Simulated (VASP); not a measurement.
# AlN (P6_3mc) in VASP: further runs, part 2 of 2

VASP 6.6.1. Earlier steps stand in the parts before.

## (3) Relaxation of cell and atoms, PBE

This run uses another cell than the first one, of 10.63 Å³/atom, 1.017 times its volume.

Contents of INCAR:

```
  ALGO = Fast
  EDIFF = 1E-7
  EDIFFG = -0.002
  ENCUT = 520
  GGA = PE
  IBRION = 2
  ISIF = 3
  ISMEAR = 0
  LASPH = T
  LCHARG = F
  LREAL = F
  LWAVE = F
  NELM = 100
  NSW = 80
  PREC = Accurate
  SIGMA = 1.0
```

Contents of KPOINTS:

```
k-points
0
Gamma
  12 12 6
```

Contents of POSCAR:

```
AlN                                     
1.0
    3.1285905648     -0.0000000000     -0.0000000000
   -1.5642952824      2.7094389052      0.0000000000
   -0.0000000000     -0.0000000000      5.0164344484
  Al              N             
     2     2
Direct
     0.3333333300000021    0.6666666699999979    0.9992562587616869
     0.6666666699999979    0.3333333300000021    0.4992562587616868
     0.3333333300000021    0.6666666699999979    0.3807437412383158
     0.6666666699999979    0.3333333300000021    0.8807437412383157
```

Potentials or basis: VASP PAW PBE potentials, release 64 (Al, N).

Run with:

```console
cat potpaw_PBE.64/Al/POTCAR potpaw_PBE.64/N/POTCAR > POTCAR
mpirun -np 1 vasp_std > vasp.out
```

OUTCAR:

```text
EDIFF = 1E-7
   EDIFFG = -0.002
   ENCUT = 520
   GGA = PE
   IBRION = 2
   ISIF = 3
   ISMEAR = 0
   LASPH = T
   LREAL = F
   NELM = 100
   NSW = 80
   PREC = Accurate

 ion  position               nearest neighbor table
   1  0.333  0.667  0.999-   4 1.90   4 1.90   4 1.90   3 1.91   2 3.09   2 3.09   2 3.09   2 3.09
                             2 3.09   2 3.09
   2  0.667  0.333  0.499-   3 1.90   3 1.90   3 1.90   4 1.91   1 3.09   1 3.09   1 3.09   1 3.09
                             1 3.09   1 3.09
   3  0.333  0.667  0.381-   2 1.90   2 1.90   2 1.90   1 1.91
   4  0.667  0.333  0.881-   1 1.90   1 1.90   1 1.90   2 1.91

  LATTYP: Found a hexagonal cell.
 ALAT       =     3.1285905648
 C/A-ratio  =     1.6034167286

  Lattice vectors:

 A1 = (   3.1285905648,   0.0000000000,   0.0000000000)
 A2 = (  -1.5642952824,   2.7094389052,   0.0000000000)
 A3 = (   0.0000000000,   0.0000000000,   5.0164344484)

Analysis of symmetry for initial positions (statically):
=====================================================================
 Subroutine PRICEL returns:
 Original cell was already a primitive cell.

 Routine SETGRP: Setting up the symmetry group for a
 hexagonal supercell.

 Subroutine GETGRP returns: Found 12 space group operations
 (whereof  6 operations were pure point group operations)
 out of a pool of 24 trial point group operations.

The static configuration has the point symmetry C_3v.
 The point group associated with its full space group is C_6v.

Analysis of symmetry for dynamics (positions and initial velocities):
=====================================================================
 Subroutine PRICEL returns:
 Original cell was already a primitive cell.

 Routine SETGRP: Setting up the symmetry group for a
 hexagonal supercell.

 Subroutine GETGRP returns: Found 12 space group operations
 (whereof  6 operations were pure point group operations)
 out of a pool of 24 trial point group operations.

The dynamic configuration has the point symmetry C_3v.
[... 141 lines left out ...]
 maximum number of plane-waves:      1170
 NGX is ok and might be reduce to    24
   NGX = 11   NGY = 11   NGZ = 19

 number of electron      15.9999998 magnetization

 Free energy of the ion-electron system (eV)
  ---------------------------------------------------
  ext. energy  EPLUGINS =         0.00000000
  ---------------------------------------------------
  free energy    TOTEN  =       -29.78055401 eV

  energy without entropy =      -29.78026134  energy(sigma->0) =      -29.78040768

 E-fermi :   8.3275     XC(G=0): -10.8329

 val. band max:        5.9756601267   @ k =   0.0000   0.0000   0.0000
 cond. band min:      10.0318591461   @ k =   0.0000   0.0000   0.0000
 fundamental gap:      4.0561990194
 Fermi energy:         8.3274618344

 k-point     1 :       0.0000    0.0000    0.0000
  band No.  band energies     occupation
      1      -9.0984      2.00000
      2      -7.0124      2.00000
      3       0.0647      2.00000
      4       5.1324      1.99999
      5       5.1324      1.99999
      6       5.7747      1.99969
      7       5.7747      1.99969
      8       5.9757      1.99912
      9      10.0319      0.01594
     10      12.4988      0.00000
     11      16.4427      0.00000
     12      17.0155      0.00000
[... 331 lines left out ...]
 k-point    24 :       0.3333    0.0000    0.1667
  band No.  band energies     occupation
      1      -7.8045      2.00000
      2      -6.6107      2.00000
      3       1.1322      2.00000
      4       2.0798      2.00000
      5       2.6816      2.00000
      6       4.2365      2.00000
      7       5.1965      1.99999
      8       5.3310      1.99998
      9      11.7608      0.00000
     10      12.5779      0.00000
     11      14.3310      0.00000
     12      16.0670      0.00000

 [... further k-points ...]

------------------------ aborting loop because EDIFF is reached ----------------------------------------

  FORCE on cell =-STRESS in cart. coord.  units (eV):
  Direction    XX          YY          ZZ          XY          YZ          ZX
  --------------------------------------------------------------------------------------
  -------------------------------------------------------------------------------------
  Total        0.0028119      0.0028119      0.0018375      0.0000000      0.0000000      0.0000000
  in kB        0.1059461      0.1059461      0.0692336      0.0000000      0.0000000      0.0000000
  external PRESSURE =       0.0937086 kB  Pullay stress =       0.0000000 kB

 VOLUME and BASIS-vectors are now :
 -----------------------------------------------------------------------------
  energy-cutoff  :      520.00
  volume of cell :       42.52
      direct lattice vectors                 reciprocal lattice vectors
     3.128590565  0.000000000  0.000000000     0.319632748  0.184540053  0.000000000
    -1.564295282  2.709438905  0.000000000     0.000000000  0.369080107  0.000000000
     0.000000000  0.000000000  5.016434448     0.000000000  0.000000000  0.199344776

 POSITION                                       TOTAL-FORCE (eV/Angst)
 -----------------------------------------------------------------------------------
     -0.00000      1.80629      5.01270         0.000000     -0.000000     -0.000717
      1.56430      0.90315      2.50449        -0.000000      0.000000     -0.000717
     -0.00000      1.80629      1.90998         0.000000     -0.000000      0.000717
      1.56430      0.90315      4.41819        -0.000000      0.000000      0.000717
 -----------------------------------------------------------------------------------
    total drift:                               -0.000009      0.000005      0.000621

  FREE ENERGIE OF THE ION-ELECTRON SYSTEM (eV)
  ---------------------------------------------------
  free  energy   TOTEN  =       -29.7805540112 eV

  energy  without entropy=      -29.7802613398  energy(sigma->0) =      -29.78040768

 reached required accuracy - stopping structural energy minimisation
```

CONTCAR:

```text
AlN
   1.00000000000000
     3.1285905648000001    0.0000000000000000    0.0000000000000000
    -1.5642952824000000    2.7094389051999999    0.0000000000000000
     0.0000000000000000    0.0000000000000000    5.0164344484000001
  Al              N
     2     2
Direct
     0.3333333300000021    0.6666666699999979    0.9992562587616902
     0.6666666699999979    0.3333333300000021    0.4992562587616902
     0.3333333300000021    0.6666666699999979    0.3807437412383123
     0.6666666699999979    0.3333333300000021    0.8807437412383123

  0.00000000E+00  0.00000000E+00  0.00000000E+00
  0.00000000E+00  0.00000000E+00  0.00000000E+00
  0.00000000E+00  0.00000000E+00  0.00000000E+00
  0.00000000E+00  0.00000000E+00  0.00000000E+00
```

Run time: 28 s. Hardware: 1 thread of Intel Xeon Platinum 8488C (Sapphire Rapids), shared host; peak memory 0.16 GiB.

What came out:

```yaml
Free_energy: -29.7806 eV
Pressure_after_relaxing: 0.0 GPa
Band_gap_on_the_k_mesh: 4.06 eV, direct
```

Final structure:
```
Al N
1.0
     3.12859    0.00000    0.00000
    -1.56430    2.70944    0.00000
     0.00000    0.00000    5.01643
Al N
2 2
Direct
  0.33333 0.66667 0.99926
  0.66667 0.33333 0.49926
  0.33333 0.66667 0.38074
  0.66667 0.33333 0.88074
```

Caveat: the relaxation stopped at its first step, so nothing moved. A hybrid or GW would open this gap; PBE tends to underestimate it.
